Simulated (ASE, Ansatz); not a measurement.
## Twisted h-SiC/h-AlN monolayer on bilayer, 38.21° (42 atoms): support functions against a reference

Aim: test how closely localised support functions follow the reference on twisted h-SiC/h-AlN monolayer on bilayer, 38.21° (42 atoms), and at what cost. A setting counts as converged where the r.m.s. difference of forces stays under 1 % of the r.m.s. force.

Method: Kohn-Sham DFT, PBEsol, PAW (set soft_2), plane waves, in Ansatz 0.2.0.

## (1) The starting structure

The cell holds 42 atoms: 14 Si, 14 C, 7 Al and 7 N. Its edges and angles: a = 8.242 Å, b = 8.242 Å, c = 18.580 Å, α = 90.0°, β = 90.0°, γ = 120.0°. It derives from SiC and AlN. h-SiC (a = 3.1 Å) under h-AlN (a = 3.13 Å), monolayer on bilayer, commensurate cell of 7 unit cells a layer, twist 38.21 deg, both strained to the mean lattice constant; facing planes 3.19, 3.39 Å apart; 12 Å of vacuum; layers as built, displaced by a Gaussian of 0.01 Å. Regions: layer 1, 14 atoms (7 Si and 7 C); layer 2, 14 atoms (7 Si and 7 C); layer 3, 14 atoms (7 Al and 7 N). Vacuum lies along c.

Structure file:

```xyz
42
Lattice="8.2415 0.0000 0.0000 -4.1208 7.1373 0.0000 0.0000 0.0000 18.5800" Properties=species:S:1:pos:R:3
Si    0.5985    1.7020    6.0169
C     1.7573    0.3366    6.0082
Si    0.0037    4.7650    6.0084
C     1.1897    3.3940    6.0043
Si    3.5338    0.6808    6.0021
C     0.5905    6.4529    5.9919
Si    2.9404    3.7338    6.0116
C     4.0956    2.3896    5.9776
Si    2.3647    6.8105    5.9902
C     3.5361    5.4497    5.9958
Si    5.9008    2.7268    5.9995
C     7.0544    1.3567    6.0101
Si   -2.9355    5.7756    5.9870
C    -1.7462    4.4327    6.0064
Si    1.1921    3.3825    9.2071
C     2.3500    2.0361    9.1988
Si    0.5846    6.4567    9.1698
C     1.7622    5.1032    9.1980
Si    4.1216    2.3874    9.1754
C     5.3002    1.0235    9.1735
Si    3.5211    5.4486    9.1759
C     4.7091    4.0781    9.2075
Si    7.0670    1.3416    9.1917
C     4.1102    7.1369    9.2012
Si   -1.7677    4.4107    9.1850
C    -0.5961    3.0539    9.1802
Si    1.7764    0.3484    9.2014
C    -1.1723    6.1220    9.1811
Al    4.7088    0.6710   12.5664
N     4.1038    2.3822   12.5853
Al    2.3459    2.7288   12.5761
N     1.7674    4.4174   12.5952
Al   -2.3618    6.7818   12.5657
N     1.1616    1.3591   12.5933
Al    0.0104    4.7705   12.5723
N    -0.5929    6.4541   12.5584
Al   -0.5879    1.7007   12.5813
N    -1.1791    3.4143   12.5794
Al    2.9370    5.7713   12.5963
N     6.4823    0.3363   12.5729
Al    5.2894    3.7439   12.5787
N     4.7015    5.4522   12.5840
```

Before any run, some limits are plain. The functional has no dispersion term, which matters for the binding between molecules or layers. Beside vacuum, support functions can miss their usual error bounds without a warning.

## (2) Plane-wave single point

This run is the reference for what follows, at a cutoff of 420 eV.

Contents of input.yaml:

```yaml
crystal:
  lattice:
    - [8.2415, 0.0, 0.0]
    - [-4.12075, 7.13735, 0.0]
    - [0.0, 0.0, 18.58]
  atoms:
    - { symbol: Si, position: [0.19185, 0.23846, 0.32384] }
    - { symbol: C, position: [0.2368, 0.04716, 0.32337] }
    - { symbol: Si, position: [0.33426, 0.66762, 0.32338] }
    - { symbol: C, position: [0.38211, 0.47552, 0.32316] }
    [... 32 atom lines left out ...]
    - { symbol: Al, position: [0.0478, 0.23828, 0.67714] }
    - { symbol: "N", position: [0.09612, 0.47837, 0.67704] }
    - { symbol: Al, position: [0.76067, 0.80861, 0.67795] }
    - { symbol: "N", position: [0.8101, 0.04712, 0.67669] }
    - { symbol: Al, position: [0.90408, 0.52455, 0.677] }
    - { symbol: "N", position: [0.95242, 0.7639, 0.67729] }
kpoints:
  mp_grid: { grid: [2, 2, 1] }
hamiltonian:
  xc: pbesol
scf:
  occupations: { method: gaussian, width: 0.025 }
output:
  forces: true
  populations: intrinsic
  dos:
    method: { smearing: { sigma: 0.15 } }
    de: 0.1
    projected:
      site_lists:
        Al: [Al]
        C: [C]
        "N": ["N"]
        Si: [Si]
        layer_1: [0, 1, 2, 3, 4, 5, 6, 7, 8, 9, 10, 11, 12, 13]
        layer_2: [14, 15, 16, 17, 18, 19, 20, 21, 22, 23, 24, 25, 26, 27]
        layer_3: [28, 29, 30, 31, 32, 33, 34, 35, 36, 37, 38, 39, 40, 41]
  eigenvalues: true
  write_density: true
  write_potential: true
  volumetric_format: npy
```

On the command line:

```bash
$ ansatz run input.yaml --threads 8 --pin off --max-ram 15872MiB --backend cpu --events-out ev --progress --plain --runs-dir out
```

Numbers of over 12 decimals in the logs are rounded to 6 here.

The program printed:

```text
Engine: ansatz 0.2.0, aarch64-unknown-linux-gnu
Pseudopotentials: kind: paw
Pseudopotential: Si, paw, valence charge 4, recommended cutoff 420 eV (normal), Si.paw.azcp
Pseudopotential: C, paw, valence charge 4, recommended cutoff 420 eV (normal), C.paw.azcp
Pseudopotential: Al, paw, valence charge 3, recommended cutoff 420 eV (normal), Al.paw.azcp
Pseudopotential: N, paw, valence charge 5, recommended cutoff 420 eV (normal), N.paw.azcp
[... 3 lines on functional and potentials left out ...]
Crystal: 42 atoms, lattice volume = 1092.921 Å³
Basis set: ecut = 420 eV, 21369 PW (Γ), exchange–correlation on 120×120×250 points (8 copies of the dense FFT grid, shifted against one another)
Bands: 126, of which v1, the nominal top of the filled ones, is band 84 counted from 1 (83 counted from 0)
Symmetry: 1 space group operations
Space group: P1 (ITA 1), of the structure as read, at distance tolerance 1.0e-4 Å
k-points: 4
[... 13 lines on functional and potentials left out ...]
Initial density: superposition of atomic densities (neutral atoms: chi_scale 0, normalization atom), corrected by the library's trained network
Initial wavefunctions: pseudopotential atomic-orbital guess
Functional: x = pbesol(κ = 0.804, μ = 0.123457), c = pbesol(β = 0.046)
SCF iter   1: F=—  HF=-18479.107776 eV  |F-HF|=—  |Δ(HF+E_count)|=         —  Δρ=5.08e-3  dr2=3.62e-1  ethr=1.77e-3  ⟨swp⟩=8.0  Hψ=2896  notcnv=0  defer=70
preconditioner: auto → Resta (q_TF=auto, 1.997 Å⁻¹)  ε∞=3.0  [insulator: Δε(μ)=1.883 eV  Ē_g=10.279 eV  σ=0.025 eV  W_gap=1.00  n_scr=148 (ndim 8)  ℏωp=14.6 eV  f_vac=0.428  D(μ)=0.00/eV (n_scr^D=0)  ε∞_Penn≈3.0  vacuum switching on, ρ_ref=7.7e-3 e/Å³]
SCF iter   2: F=—  HF=-18479.042122 eV  |F-HF|=—  |Δ(HF+E_count)|=   6.57e-2  Δρ=1.54e-3  dr2=3.32e-2  ethr=2.16e-4  ⟨swp⟩=2.2  Hψ=871  notcnv=0  defer=142
SCF iter   3: F=—  HF=-18479.041269 eV  |F-HF|=—  |Δ(HF+E_count)|=   8.52e-4  Δρ=7.82e-4  dr2=8.46e-3  ethr=1.97e-5  ⟨swp⟩=2.0  Hψ=656  notcnv=0  defer=142
SCF iter   4: F=—  HF=-18479.042493 eV  |F-HF|=—  |Δ(HF+E_count)|=   1.22e-3  Δρ=2.86e-4  dr2=1.21e-3  ethr=5.03e-6  ⟨swp⟩=2.0  Hψ=697  notcnv=0  defer=142
SCF iter   5: F=—  HF=-18479.042360 eV  |F-HF|=—  |Δ(HF+E_count)|=   1.33e-4  Δρ=7.68e-5  dr2=6.20e-5  ethr=7.21e-7  ⟨swp⟩=2.0  Hψ=698  notcnv=0  defer=142
SCF iter   6: F=—  HF=-18479.042371 eV  |F-HF|=—  |Δ(HF+E_count)|=   1.09e-5  Δρ=3.27e-5  dr2=1.26e-5  ethr=3.69e-8  ⟨swp⟩=2.0  Hψ=826  notcnv=0  defer=142
SCF iter   7: F=—  HF=-18479.042372 eV  |F-HF|=—  |Δ(HF+E_count)|=   8.08e-7  Δρ=1.00e-5  dr2=1.10e-6  ethr=7.51e-9  ⟨swp⟩=2.0  Hψ=697  notcnv=0  defer=142
SCF iter   8: F=—  HF=-18479.042373 eV  |F-HF|=—  |Δ(HF+E_count)|=   3.99e-7  Δρ=3.01e-6  dr2=1.33e-7  ethr=6.55e-10  ⟨swp⟩=2.0  Hψ=698  notcnv=0  defer=142
SCF iter   9: F=-18479.042373 eV  HF=-18479.042373 eV  |F-HF|=1.08e-8  |Δ(HF+E_count)|=   6.43e-8  Δρ=9.40e-7  dr2=1.59e-8  ethr=5.95e-11  ⟨swp⟩=25.2  Hψ=5244  notcnv=0
SCF 1 converged in 9 iterations: F = -18479.042373 eV  dr2 = 1.59e-8
  greatest PAW one-centre occupation: 0.790 electrons in one spin orbital (limit 2), on the N atom at site 31 (counted from 0), in its partial waves of l = 0
WARN: The output density's exchange-correlation potential varies sharply where the density is thin. Do not read a vacuum level from v_tot or v_xc, or from such a field of the output density. On a cell that repeats whose density bears no net charge and no dipole along the vacuum's axis use v_es (v_loc + v_h of the components); [...]
SCF converged after 9 iterations
Free energy (F): -18479.042373 eV
Harris-Foulkes:  -18479.042373 eV  (|F-HF|=1.08e-8)
Internal energy: -18479.042373 eV  (E = F + TS)
E sigma→0 (E₀):  -18479.042373 eV
Fermi energy:    1.447478 eV
--- Per-component energies (eV) ---
  E_band       = -842.325254
  E_kinetic    = 2919.412698
  E_local      = -36864.375833  (includes V_loc(G=0)·N_el)
  E_nonlocal   = 1130.093068
  E_hartree    = 17243.282690
  E_xc         = -2126.671931
  E_vxc        = -2222.392578  (∫ρ·V_xc dr)
  E_paw        = -12363.774403  (= ΣΔE_a)
  E_vpaw       = -291.611206  (= ΣTr[D̂ρ^β])
  E_aug_tail   = 0.000839  (compensation charges beyond the density's cutoff)
  E_ewald      = 11581.922579
  E_core_change = 1.067921  (= ΣΔE_core)
  E_smearing   = -0.000000  (= −TS)
  E_closure    = -0.000000  (closes the sum)
  Σ components = -18479.042373   (vs F -18479.042373, Δ=0.00e0)
--- Forces (eV/Å), atoms counted from 1 ---
  atom   1  Si    -0.41540512    -0.07524682     0.05633069
  atom   2  C      0.37619012     0.07683332    -0.11574386
  atom   3  Si     0.44760367    -0.29235423     0.07258756
  atom   4  C     -0.47784639     0.26368428    -0.06225827
  atom   5  Si    -0.16713478    -0.07401665     0.04279660
  atom   6  C      0.19492267     0.36264796    -0.08126531
  atom   7  Si     0.02004041     0.67707538    -0.03147650
  atom   8  C      1.10172042    -0.28995785     0.00607171
  atom   9  Si    -0.36147102    -0.43559302     0.13264662
  atom  10  C      0.01804618    -0.37506034    -0.07596204
  atom  11  Si    -0.67235820     0.06452337     0.09860273
  atom  12  C      0.54837638     0.42658830    -0.14936165
  atom  13  Si    -0.19280051     0.06348990     0.18660320
  atom  14  C     -0.40993412    -0.39500959    -0.14472843
[...]
atom  41  Al     0.00290081     0.01438545    -0.21131624
  atom  42  N     -0.13156911    -0.48881641     0.15078560
  max |Σ_I F_I| component: 2.64e-5 eV/Å
--- Band table (eV) ---
  k-point 0: bands = ["-13.6088", "-13.4357", "-12.9510", "-12.3069", [... 110 levels ...], "6.2218", "6.2236", "6.2600", "6.2701", "6.3226", "6.6935", "6.8206", "6.8428", "6.9340", "7.0248", "7.0517", "7.2318"]
[...]
--- intrinsic populations: 42 sites ---
  site symbol       q [e]
     0     Si      2.9394
     1      C      5.0333
     2     Si      2.9326
[...]
41      N      6.1380
  spilling = 0.000000 (of n_electrons = 168.000000)
```

It took 11 s on 8 threads of Arm Neoverse V1, shared host; peak memory 3.1 GiB; 88 s of CPU time.

In the SCF lines HF is the Harris–Foulkes energy and dr2 the Hartree energy of the density residual, in eV; the loop may stop once dr2 is under the threshold and the program's other checks hold. Hψ counts applications of the Hamiltonian.

The program notes that the exchange-correlation potential is rough where the density is thin.

The run gave:

| Property | Result |
| --- | --- |
| free energy | -18479.0424 eV |
| free energy per atom | -439.9772 eV/atom |
| SCF cycles | 9 |
| r.m.s. force component | 0.2949 eV/Å |
| longest force | 1.139 eV/Å |
| Fermi energy | 1.447 eV |
| gap (highest filled to lowest empty level) | 1.829 eV |

Length of the force by element:

| element | coordination | atoms | mean length of the force (eV/Å) | spread | least | most |
| --- | --- | --- | --- | --- | --- | --- |
| Al | all | 7 | 0.400 | 0.125 | 0.212 | 0.617 |
| C | all | 14 | 0.532 | 0.222 | 0.227 | 1.14 |
| N | all | 7 | 0.354 | 0.128 | 0.210 | 0.544 |
| Si | all | 14 | 0.501 | 0.202 | 0.188 | 0.928 |

Intrinsic-atomic-orbital charges by element:

| element | coordination | atoms | mean charge (e) | spread | least | most |
| --- | --- | --- | --- | --- | --- | --- |
| Al | all | 7 | 1.12 | 0.0037 | 1.11 | 1.12 |
| C | all | 14 | -1.04 | 0.0075 | -1.06 | -1.03 |
| N | all | 7 | -1.13 | 0.0049 | -1.14 | -1.13 |
| Si | all | 14 | 1.05 | 0.0129 | 1.03 | 1.07 |

By region:

| region | atoms | mean length of the force (eV/Å) | net charge (e) |
| --- | --- | --- | --- |
| layer 1 | 14 | 0.54 | 0.19 |
| layer 2 | 14 | 0.493 | -0.06 |
| layer 3 | 14 | 0.377 | -0.12 |

States in the cell by windows of 1 eV, zero at the Fermi level; the larger projections on atomic orbitals stand beside the total:

| from (eV) | to (eV) | total | layer 1 | C p | layer 2 | layer 3 | Si p | N p |
| --- | --- | --- | --- | --- | --- | --- | --- | --- |
| -14 | -13 | 15.9 | 3.5 | 0.4 | 2.7 | 9.6 | 1.3 | 0.0 |
| -13 | -12 | 9.5 | 4.1 | 0.6 | 5.3 | 0.1 | 2.5 | 0.0 |
| -12 | -11 | 7.7 | 3.2 | 0.2 | 4.4 | 0.0 | 2.6 | 0.0 |
| -11 | -10 | 0.0 | 0.0 | 0.0 | 0.0 | 0.0 | 0.0 | 0.0 |
| -10 | -9 | 1.6 | 1.4 | 0.9 | 0.2 | 0.0 | 0.2 | 0.0 |
| -9 | -8 | 7.4 | 3.1 | 3.8 | 4.3 | 0.0 | 0.8 | 0.0 |
| -8 | -7 | 8.9 | 5.6 | 4.5 | 3.2 | 0.0 | 1.4 | 0.0 |
| -7 | -6 | 7.8 | 3.2 | 3.4 | 3.1 | 1.4 | 1.7 | 0.9 |
| -6 | -5 | 16.6 | 3.6 | 4.3 | 4.4 | 8.5 | 3.3 | 5.8 |
| -5 | -4 | 20.1 | 10.0 | 10.8 | 7.2 | 2.7 | 4.9 | 1.9 |
| -4 | -3 | 22.3 | 6.0 | 9.2 | 7.7 | 8.3 | 4.4 | 6.2 |
| -3 | -2 | 25.7 | 5.9 | 9.0 | 6.3 | 13.0 | 3.1 | 10.7 |
| -2 | -1 | 14.6 | 2.3 | 5.7 | 4.7 | 7.2 | 1.2 | 6.6 |
| -1 | 0 | 1.1 | 0.1 | 0.6 | 0.6 | 0.4 | 0.1 | 0.4 |
| 0 | 1 | 1.6 | 1.0 | 0.3 | 0.4 | 0.1 | 1.1 | 0.0 |
| 1 | 2 | 7.8 | 3.6 | 1.0 | 3.1 | 0.6 | 5.3 | 0.1 |
| 2 | 3 | 16.1 | 6.8 | 2.6 | 5.0 | 1.5 | 5.8 | 0.3 |
| 3 | 4 | 15.3 | 5.0 | 2.5 | 4.5 | 2.5 | 3.6 | 0.4 |
| 4 | 5 | 26.6 | 5.2 | 2.7 | 4.9 | 10.4 | 3.2 | 1.3 |

Between -16 and -14 eV lie 9 more states.

The levels nearest the highest filled one (over half full), pooled over k-points and spins:

| level less the highest filled one (eV) | occupation |
| --- | --- |
| -0.180 | 2 |
| -0.155 | 2 |
| -0.146 | 2 |
| -0.0258 | 2 |
| -0.0186 | 2 |
| 0 | 2 |
| 1.83 | 0 |
| 1.83 | 0 |
| 1.86 | 0 |
| 2.04 | 0 |
| 2.09 | 0 |
| 2.09 | 0 |

Planar average of the electrostatic potential energy along the normal, with the Fermi level as zero, after a running mean with a triangular window 4 Å wide at its base:

| height (Å) | potential energy (eV) |
| --- | --- |
| 0.0 | 4.08 |
| 0.6 | 4.06 |
| 1.0 | 4.04 |
| 1.6 | 4.01 |
| 2.1 | 3.99 |
| 2.7 | 3.92 |
| 3.1 | 3.78 |
| 3.7 | 3.00 |
| 4.2 | 1.31 |
| 4.8 | -2.31 |
| 5.2 | -5.23 |
| 5.8 | -8.06 |
| 6.4 | -7.58 |
| 6.8 | -5.64 |
| 7.4 | -3.91 |
| 7.9 | -4.01 |
| 8.5 | -5.93 |
| 8.9 | -7.63 |
| 9.5 | -7.35 |
| 10.0 | -5.25 |
| 10.6 | -2.39 |
| 11.0 | -1.32 |
| 11.6 | -1.97 |
| 12.0 | -3.37 |
| 12.6 | -4.26 |
| 13.2 | -2.82 |
| 13.7 | -0.87 |
| 14.3 | 1.77 |
| 14.7 | 3.19 |
| 15.3 | 4.00 |
| 15.8 | 4.14 |
| 16.4 | 4.17 |
| 16.8 | 4.16 |
| 17.4 | 4.13 |
| 17.8 | 4.11 |
| 18.4 | 4.09 |

Valence density in the ca plane at fractional y = 0.047, with atoms of C and Si and N within 0.2 Å of it. It is the smooth field of the valence electrons, not physical close to the nuclei.

Values in e/Å³, 10 rows by 16 columns, each cell a mean:
```
0.0 0.0 0.0 0.0 0.2 0.3 0.1 0.6 0.6 0.1 0.3 0.2 0.0 0.0 0.0 0.0
0.0 0.0 0.0 0.0 0.3 0.6 0.1 0.2 0.2 0.1 1.8 1.2 0.0 0.0 0.0 0.0
0.0 0.0 0.0 0.0 0.2 0.3 0.1 0.3 0.3 0.1 1.1 0.8 0.0 0.0 0.0 0.0
0.0 0.0 0.0 0.0 0.1 0.3 0.1 0.6 0.6 0.1 0.2 0.1 0.0 0.0 0.0 0.0
0.0 0.0 0.0 0.0 0.2 0.5 0.1 0.2 0.2 0.1 0.2 0.2 0.0 0.0 0.0 0.0
0.0 0.0 0.0 0.0 0.2 0.3 0.1 0.1 0.1 0.0 0.3 0.2 0.0 0.0 0.0 0.0
0.0 0.0 0.0 0.0 0.4 0.8 0.1 0.2 0.2 0.1 0.1 0.1 0.0 0.0 0.0 0.0
0.0 0.0 0.0 0.0 0.6 1.4 0.2 0.2 0.2 0.1 0.2 0.2 0.0 0.0 0.0 0.0
0.0 0.0 0.0 0.0 0.3 0.6 0.1 0.5 0.5 0.1 0.3 0.2 0.0 0.0 0.0 0.0
0.0 0.0 0.0 0.0 0.1 0.1 0.1 0.9 0.9 0.1 0.1 0.1 0.0 0.0 0.0 0.0
```
Columns run along c (18.6 Å), rows up along a (8.2 Å). Atoms in or near the plane, at fractional coordinates: C at (0.32, 0.24), Si at (0.50, 0.24), N at (0.68, 0.81).

Electrostatic potential energy in the ca plane at fractional y = 0.047, with atoms of C and Si and N within 0.2 Å of it. With pseudopotentials it is smooth inside the atoms' cores, unlike the true potential.

Ten even steps from '0' (-32 eV) to '9' (6 eV), each cell a mean:
```
99999999999998899999733799999999999999999999
99999999999987778999877899999779999999999999
99999999999974358999877899996116999999999999
99999999999873037999888899994004999999999999
99999999999975468999988999997227999999999999
99999999999988789999867899997667999999999999
99999999999998899999866899985445899999999999
99999999999998789999867899974554799999999999
99999999999975358999877899985445899999999999
99999999999850006899988999998668999999999999
99999999999840005899999999999999999999999999
99999999999873137999888899999999999999999999
99999999999986468998633689998778999999999999
99999999999982028997200179986557899999999999
99999999999971017997100168986446899999999999
99999999999984258998400489997667999999999999
99999999999998889999755799999889999999999999
99999999999999899999722799999999999999999999
99999999999999999999600599999999999999999999
```
Columns run along c (18.6 Å; values clipped at the 3rd and 97th percentile), rows up along a (8.2 Å). Atoms in or near the plane, at fractional coordinates: C at (0.32, 0.24), Si at (0.50, 0.24), N at (0.68, 0.81).

Mean intrinsic-atomic-orbital charges: Al +1.12, C -1.04, N -1.13, Si +1.05 e. The potential slopes across the vacuum by 0.042 eV/Å: the slab bears a dipole, and with periodic images along the normal there is no flat vacuum level to read.

## (3) Distances and neighbours

These statistics describe the geometry on which the runs were made.

Normalised to the volume that the atoms fill. g(r), total and by pair (bins of 0.2 Å):

| r (Å) | total | C-C | C-Si | C-Al | C-N | Si-Si | Si-Al |
| --- | --- | --- | --- | --- | --- | --- | --- |
| 1.70 | 2.69 | 0.00 | 8.15 | 0.00 | 0.00 | 0.00 | 0.00 |
| 1.90 | 1.78 | 0.00 | 5.25 | 0.00 | 0.00 | 0.00 | 0.00 |
| 2.10 | 0.00 | 0.00 | 0.00 | 0.00 | 0.00 | 0.00 | 0.00 |
| 2.30 | 0.00 | 0.00 | 0.00 | 0.00 | 0.00 | 0.00 | 0.00 |
| 2.50 | 0.00 | 0.00 | 0.00 | 0.00 | 0.00 | 0.00 | 0.00 |
| 2.70 | 0.00 | 0.00 | 0.00 | 0.00 | 0.00 | 0.00 | 0.00 |
| 2.90 | 0.00 | 0.00 | 0.00 | 0.00 | 0.00 | 0.00 | 0.00 |
| 3.10 | 3.10 | 8.85 | 0.61 | 0.00 | 0.00 | 8.85 | 0.00 |
| 3.30 | 0.02 | 0.00 | 0.10 | 0.00 | 0.00 | 0.00 | 0.00 |
| 3.50 | 1.00 | 0.00 | 2.25 | 0.52 | 0.52 | 0.00 | 0.52 |
| 3.70 | 1.65 | 3.22 | 2.71 | 0.46 | 0.46 | 3.22 | 0.46 |
| 3.90 | 0.37 | 0.00 | 0.00 | 0.84 | 0.84 | 0.00 | 0.84 |
| 4.10 | 0.30 | 0.00 | 0.00 | 0.71 | 0.71 | 0.00 | 0.59 |
| 4.30 | 0.12 | 0.00 | 0.00 | 0.33 | 0.33 | 0.00 | 0.44 |
| 4.50 | 0.71 | 0.00 | 2.18 | 0.61 | 0.61 | 0.00 | 0.61 |
| 4.70 | 1.62 | 0.36 | 4.13 | 0.18 | 0.18 | 0.72 | 0.09 |
| 4.90 | 0.70 | 1.50 | 0.62 | 0.60 | 0.59 | 1.15 | 0.68 |
| 5.10 | 0.16 | 0.00 | 0.00 | 0.48 | 0.48 | 0.00 | 0.48 |
| 5.30 | 0.87 | 2.00 | 0.00 | 0.43 | 0.43 | 2.06 | 0.43 |
| 5.50 | 0.46 | 0.98 | 0.00 | 0.13 | 0.20 | 0.91 | 0.20 |
| 5.70 | 0.97 | 2.63 | 1.32 | 0.26 | 0.20 | 2.64 | 0.20 |
| 5.90 | 0.32 | 0.00 | 0.00 | 0.89 | 0.89 | 0.00 | 0.89 |
| 6.10 | 0.08 | 0.11 | 0.00 | 0.00 | 0.00 | 0.00 | 0.00 |
| 6.30 | 1.16 | 2.12 | 1.10 | 0.31 | 0.41 | 2.23 | 0.31 |
| 6.50 | 0.83 | 0.00 | 2.06 | 0.49 | 0.34 | 0.00 | 0.49 |
| 6.70 | 0.23 | 0.00 | 0.00 | 0.50 | 0.60 | 0.00 | 0.55 |
| 6.90 | 0.49 | 0.00 | 0.55 | 0.87 | 0.99 | 0.00 | 0.99 |
| 7.10 | 0.43 | 0.04 | 0.91 | 0.33 | 0.04 | 0.00 | 0.04 |

Bonds by pair of elements; cutoffs follow the first minimum of g(r), held within bounds set by covalent radii, and pairs that aren't listed don't count as bonded (cutoffs were set anew for this text, so counts can differ from the run's own analysis):

| pair A-B | cutoff (Å) | bonds | mean length (Å) | spread (Å) | shortest (Å) | B about A | A about B |
| --- | --- | --- | --- | --- | --- | --- | --- |
| C-Si | 2.23 | 42 | 1.80 | 0.014 | 1.77 | 3 | 3 |
| Al-N | 2.23 | 21 | 1.80 | 0.011 | 1.78 | 3 | 3 |

How many atoms have how many bonded neighbours:

| element | mean | 3 |
| --- | --- | --- |
| Al | 3 | 7 |
| C | 3 | 14 |
| N | 3 | 7 |
| Si | 3 | 14 |

Bond angles (no mean is given where the spread exceeds 20°):

| angle | count | mean (°) | spread (°) |
| --- | --- | --- | --- |
| C-Si-C | 42 | 120 | 0.5 |
| Si-C-Si | 42 | 120 | 0.5 |
| N-Al-N | 21 | 120 | 0.6 |
| Al-N-Al | 21 | 120 | 0.6 |

With the cutoffs above, all Al atoms have 3, all C atoms have 3, all N atoms have 3 and all Si atoms have 3 bonded neighbours. The C-Si-C angle averages 120° with a spread of 0.5°.

(Part 1 of 2 ends here.)

[Logs are printed without paths, hosts, clocks, repeated set-up lines and the standing remarks that a program may print on its own settings, such as how far it seeks lower states.]

[Hosts, paths, dates, database ids (printed as entryN), source tags and the programs' standing remarks are cut or masked in the printed files.]
